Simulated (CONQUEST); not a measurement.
CdS (Greenockite):

```
CELL_PARAMETERS angstrom
4.15000 0.00000 0.00000
0.00000 6.73700 0.00000
0.00000 0.00000 7.18801
ATOMIC_POSITIONS crystal
Cd 0.00000 0.50000 0.33333
Cd 0.50000 0.50000 0.83333
Cd 0.00000 0.00000 0.66667
Cd 0.50000 0.00000 0.16667
S 0.00000 0.87500 0.33333
S 0.50000 0.87500 0.83333
S 0.00000 0.37500 0.66667
S 0.50000 0.37500 0.16667
```

Base run:

```yaml
Program: CONQUEST 1.3
Functional: PBE
Potentials_or_basis: PseudoDojo NC PBE, DZP, grid cutoff 120 Ha
k_mesh: 7 × 4 × 4
Occupations: fermi-dirac, width 0.05 eV
Spin: no spin polarisation
```

Its results: band gap on the k mesh 1.36 eV; pressure 3.0 GPa; largest force 0.075 eV/Å.

The run is repeated on the same cell with these changes: potentials or basis from PseudoDojo NC PBE, DZP, grid cutoff 120 Ha to PseudoDojo NC PBE, DZ, grid cutoff 120 Ha. What comes out?

Band gap on the k mesh 1.13 eV; pressure 3.4 GPa; largest force 0.123 eV/Å.

Caveats: the basis of atomic orbitals isn't converged, which shifts pressures, moduli and gaps; an odd mesh through Γ misses points on the zone boundary, where band edges often lie (some runs); the atomic basis is small (some runs); the box holds several primitive cells, so bands are folded and the points are those of the box's own zone (some runs).
